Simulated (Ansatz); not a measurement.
A Si vacancy next to a Si vacancy in diamond Si, 62 atoms, charge 0

All numbers come from Ansatz (PAW, plane waves, no spin–orbit coupling) at the single k point (¼, ¼, ¼) without its symmetry partners. The atoms were relaxed with PBEsol in a fixed cell; other functionals are single points on those atoms unless said otherwise. The valence top and gap of the host come from its small cell on a dense mesh, with the band extrema sought between the mesh points, lined up by the mean potential, PBEsol gap 0.46 eV, r²SCAN gap 0.76 eV.

Cell: a = 10.866 Å, b = 10.866 Å, c = 10.866 Å, α = 90.00°, β = 90.00°, γ = 90.00°.

Nearest atoms after relaxation, from the placed atom (for vacancies from the middle of the vacant sites): Si at 2.80 Å, Si at 2.80 Å, Si at 2.80 Å, Si at 2.82 Å, Si at 2.82 Å, Si at 2.83 Å.

Chemical potentials μ are those of reference phases of the elements at zero temperature by the same functional (the usual solids, diamond for C, grey Sn, and the molecules H2, N2, O2, F2, Cl2, Br2 and S8).

| functional | E(defect) − E(host) − Σ nμ + q·E_VBM (eV) | monopole (eV) | alignment (eV) | formation energy at E_F = VBM (eV) | moment (μB) | wall time, shared host |
| --- | --- | --- | --- | --- | --- | --- |
| PBEsol | 5.31 | 0.00 | 0.00 | 5.31 | 2.0 | 83 s on NVIDIA H100 (relaxation) |
| r²SCAN | 5.73 | 0.00 | 0.00 | 5.73 | 2.0 | 62 s on NVIDIA H100 |

r²SCAN one-electron levels near the gap (the ten most localised at most), from the host's valence top:

```csv
level (eV),spin,filling,atoms sharing it,element of the atom with most weight
0.22,up,1.00,13.4,Si
0.22,up,1.00,13.6,Si
0.46,up,0.00,13.5,Si
0.48,up,0.00,12.4,Si
0.66,down,0.00,10.0,Si
0.67,down,0.00,11.3,Si
0.93,down,0.00,10.7,Si
0.95,down,0.00,9.6,Si
```

One k point and a cell of this size can leave errors of several tenths of an eV in such numbers.
